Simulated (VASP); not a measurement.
# WC (P-6m2) in VASP: further runs, part 2 of 3

VASP 6.6.1. Earlier steps stand in the parts before.

## Step 3: Single point, PBE

File INCAR:

```
SYSTEM = WC
ALGO     = Fast           ! electronic algorithm
EDIFF    = 1E-7           ! SCF threshold, eV
ENCUT    = 520            ! plane-wave cutoff, eV
GGA      = PE             ! functional
ISIF     = 2              ! what is computed and relaxed
ISMEAR   = 0              ! smearing method
LASPH    = .True.         ! aspherical terms in the spheres
LCHARG   = .False.        ! write CHGCAR
LREAL    = .False.        ! projectors in reciprocal space
LWAVE    = .False.        ! write WAVECAR
NELM     = 100            ! most SCF steps
PREC     = Accurate       ! precision mode
SIGMA    = 0.1            ! smearing width, eV
```

File KPOINTS:

```
k-points
0
Gamma
  12 12 10
  0 0 0
```

File POSCAR:

```
WC
1.0
    2.9065000000      0.0000000000      0.0000000000
   -1.4532500000      2.5171028400      0.0000000000
    0.0000000000      0.0000000000      2.8366000000
W C
1 1
Direct
    0.0000000000      0.0000000000      0.0000000000
    0.6666666700      0.3333333300      0.5000000000
```

Potentials or basis: VASP PAW PBE potentials, release 64 (W_sv, C).

Started as:

```console
> cat potpaw_PBE.64/W_sv/POTCAR potpaw_PBE.64/C/POTCAR > POTCAR
> mpirun -np 1 vasp_std > vasp.out
```

OUTCAR:

```text
SYSTEM = WC
   EDIFF = 1E-7
   ENCUT = 520
   GGA = PE
   ISIF = 2
   ISMEAR = 0
   LASPH = .True.
   LREAL = .False.
   NELM = 100
   PREC = Accurate

 ion  position               nearest neighbor table
   1  0.000  0.000  0.000-   2 2.20   2 2.20   2 2.20   2 2.20   2 2.20   2 2.20
   2  0.667  0.333  0.500-   1 2.20   1 2.20   1 2.20   1 2.20   1 2.20   1 2.20

  LATTYP: Found a hexagonal cell.
 ALAT       =     2.9065000000
 C/A-ratio  =     0.9759504559

  Lattice vectors:

 A1 = (   2.9065000000,   0.0000000000,   0.0000000000)
 A2 = (  -1.4532500000,   2.5171028400,   0.0000000000)
 A3 = (   0.0000000000,   0.0000000000,   2.8366000000)

Analysis of symmetry for initial positions (statically):
=====================================================================
 Subroutine PRICEL returns:
 Original cell was already a primitive cell.

 Routine SETGRP: Setting up the symmetry group for a
 hexagonal supercell.

 Subroutine GETGRP returns: Found 12 space group operations
 (whereof 12 operations were pure point group operations)
 out of a pool of 24 trial point group operations.

The static configuration has the point symmetry D_3h.

Analysis of symmetry for dynamics (positions and initial velocities):
=====================================================================
 Subroutine PRICEL returns:
 Original cell was already a primitive cell.

 Routine SETGRP: Setting up the symmetry group for a
 hexagonal supercell.

 Subroutine GETGRP returns: Found 12 space group operations
 (whereof 12 operations were pure point group operations)
 out of a pool of 24 trial point group operations.

The dynamic configuration has the point symmetry D_3h.

 Subroutine INISYM returns: Found 12 space group operations
 (whereof 12 operations are pure point group operations),
 and found     1 'primitive' translations

----------------------------------------------------------------------------------------

                                     Primitive cell

  volume of cell :      20.7525

  direct lattice vectors                    reciprocal lattice vectors
     2.906500000  0.000000000  0.000000000     0.344056425  0.198641069  0.000000000
    -1.453250000  2.517102840  0.000000000     0.000000000  0.397282139  0.000000000
     0.000000000  0.000000000  2.836600000     0.000000000  0.000000000  0.352534725

  length of vectors
     2.906500000  2.906500003  2.836600000     0.397282139  0.397282139  0.352534725

  position of ions in fractional coordinates (direct lattice)
     0.000000000  0.000000000  0.000000000
     0.666666670  0.333333330  0.500000000

  ion indices of the primitive-cell ions
   primitive index   ion index
                 1           1
                 2           2

----------------------------------------------------------------------------------------

 KPOINTS: k-points

Automatic generation of k-mesh.
 Grid dimensions read from file:
 generate k-points for:   12   12   10

 Generating k-lattice:

  Cartesian coordinates                     Fractional coordinates (reciprocal lattice)
     0.028671369  0.016553422  0.000000000     0.083333333  0.000000000  0.000000000
     0.000000000  0.033106845  0.000000000     0.000000000  0.083333333  0.000000000
     0.000000000  0.000000000  0.035253472     0.000000000  0.000000000  0.100000000

  Length of vectors
[... 41 lines left out ...]
   dimension x,y,z NGXF=    48 NGYF=   48 NGZF=   48
   ions per type =               1   1
   NGX,Y,Z   is equivalent  to a cutoff of  13.73, 13.73, 14.07 a.u.
   NGXF,Y,Z  is equivalent  to a cutoff of  27.46, 27.46, 28.13 a.u.
 SYSTEM =  WC
   PREC   = accura    normal or accurate (medium, high low for compatibility)
   ISTART =      0    job   : 0-new  1-cont  2-samecut
   ICHARG =      2    charge: 1-file 2-atom 10-const
   ISPIN  =      1    spin polarized calculation?
   LNONCOLLINEAR =      F non collinear calculations
   LSORBIT =      F    spin-orbit coupling
   LASPH  =      T    aspherical Exc in radial PAW
   ENCUT  =  520.0 eV  38.22 Ry    6.18 a.u.   5.40  5.40  5.27*2*pi/ulx,y,z
   NELM   =    100;   NELMIN=  2; NELMDL= -5     # of ELM steps
   EDIFF  = 0.1E-06   stopping-criterion for ELM
   LREAL  =      F    real-space projection
   EDIFFG = 0.1E-05   stopping-criterion for IOM
   NSW    =      0    number of steps for IOM
   IBRION =     -1    ionic relax: 0-MD 1-quasi-New 2-CG
   NFREE  =      0    steps in history (QN), initial steepest desc. (CG)
   ISIF   =      2    stress and relaxation
   ISYM   =      2    0-nonsym 1-usesym 2-fastsym
   POTIM  = 0.5000    time-step for ionic-motion
   TEBEG  =    0.0;   TEEND  =   0.0 temperature during run
   PSTRESS=    0.0 pullay stress
   NELECT =      18.0000    total number of electrons
   NUPDOWN=      -1.0000    fix difference up-down
   EMIN   =  10.00;   EMAX   =-10.00  energy-range for DOS
   EFERMI =   0.00;   METHOD = LEGACY
   ISMEAR =     0;   SIGMA  =   0.10  broadening in eV -4-tet -1-fermi 0-gaus
   EFERMI_NEDOS =   21; number of points for ismear=-14 and -15
   IALGO  =     68    algorithm
   IMIX   =      4    mixing-type and parameters
     AMIX     =   0.40;   BMIX     =  1.00
     AMIX_MAG =   1.60;   BMIX_MAG =  1.00
  volume/ion in A,a.u.               =      10.38        70.02
  Fermi-wavevector in a.u.,A,eV,Ry     =   1.561262  2.950358 33.164744  2.437540
  Thomas-Fermi vector in A             =   2.664353
   LORBIT       =      0    0 simple, 1 ext, 2 COOP (PROOUT), +10 PAW based schemes
   GGA     = PE    functional components
   LHFCALC =     F    Hartree Fock is set to
   AEXX    =    0.0000 exact exchange contribution
   IVDW    =     0    specifies the selected vdW correction
   LEPSILON=     F    determine dielectric tensor
   LRPA    =     F    only Hartree local field effects (RPA)
 non-spin polarized calculation
 RMM-DIIS sequential band-by-band and
 Gauss-broadening in eV      SIGMA  =   0.10
  energy-cutoff  :      520.00
  volume of cell :       20.75
 maximum number of plane-waves:       580
 NGX is ok and might be reduce to    24
   NGX = 11   NGY = 11   NGZ = 11

 number of electron      18.0000000 magnetization

 Free energy of the ion-electron system (eV)
  ---------------------------------------------------
  ext. energy  EPLUGINS =         0.00000000
  ---------------------------------------------------
  free energy    TOTEN  =       -22.44425504 eV

  energy without entropy =      -22.44313237  energy(sigma->0) =      -22.44369370

 E-fermi :  11.1468     XC(G=0): -13.8005

 val. band max:       10.9509274716   @ k =   0.4167   0.0833   0.5000
 cond. band min:      11.1505184946   @ k =   0.0000   0.0000   0.1000
 fundamental gap:      0.1995910230
 Fermi energy:        11.1468074137

 k-point     1 :       0.0000    0.0000    0.0000
  band No.  band energies     occupation
      1     -62.9295      2.00000
      2     -26.9105      2.00000
      3     -26.8073      2.00000
      4     -26.8073      2.00000
      5      -3.3722      2.00000
      6       6.7644      2.00000
      7       7.7461      2.00000
      8       7.7461      2.00000
      9      11.1661      0.78478
     10      14.3105      0.00000
     11      14.3105      0.00000
     12      16.7013      0.00000
     13      16.7014      0.00000
[... 354 lines left out ...]
  band No.  band energies     occupation
      1     -62.8820      2.00000
      2     -27.4152      2.00000
      3     -26.9437      2.00000
      4     -26.8967      2.00000
      5      -0.9331      2.00000
      6       4.8244      2.00000
      7       7.4026      2.00000
      8       8.5695      2.00000
      9       9.5150      2.00000
     10      13.3918      0.00000
     11      14.9052      0.00000
     12      16.3860      0.00000
     13      17.2497      0.00000

 [... further k-points ...]

------------------------ aborting loop because EDIFF is reached ----------------------------------------

  FORCE on cell =-STRESS in cart. coord.  units (eV):
  Direction    XX          YY          ZZ          XY          YZ          ZX
  --------------------------------------------------------------------------------------
  -------------------------------------------------------------------------------------
  Total        0.8751344      0.8751344      0.8981199     -0.0000000     -0.0000000      0.0000000
  in kB       67.5640949     67.5640951     69.3386687     -0.0000000     -0.0000000      0.0000000
  external PRESSURE =      68.1556196 kB  Pullay stress =       0.0000000 kB

 VOLUME and BASIS-vectors are now :
 -----------------------------------------------------------------------------
  energy-cutoff  :      520.00
  volume of cell :       20.75
      direct lattice vectors                 reciprocal lattice vectors
     2.906500000  0.000000000  0.000000000     0.344056425  0.198641069  0.000000000
    -1.453250000  2.517102840  0.000000000     0.000000000  0.397282139  0.000000000
     0.000000000  0.000000000  2.836600000     0.000000000  0.000000000  0.352534725

 POSITION                                       TOTAL-FORCE (eV/Angst)
 -----------------------------------------------------------------------------------
      0.00000      0.00000      0.00000        -0.000000      0.000000      0.000000
      1.45325      0.83903      1.41830         0.000000      0.000000      0.000000
 -----------------------------------------------------------------------------------
    total drift:                               -0.000003      0.000002     -0.000000

  FREE ENERGIE OF THE ION-ELECTRON SYSTEM (eV)
  ---------------------------------------------------
  free  energy   TOTEN  =       -22.4442550431 eV

  energy  without entropy=      -22.4431323660  energy(sigma->0) =      -22.44369370
```

Run time: 28 s. Hardware: 1 thread of Intel Xeon Platinum 8488C (Sapphire Rapids), shared host; peak memory 0.16 GiB.

What came out:

```
Free energy            : -22.4443 eV
Pressure               : 6.8 GPa
Band gap on the k mesh : none (metal or under the smearing width)
```

Spin-orbit coupling is left out, which matters for the levels of W.

(Continued in part 3 of 3.)
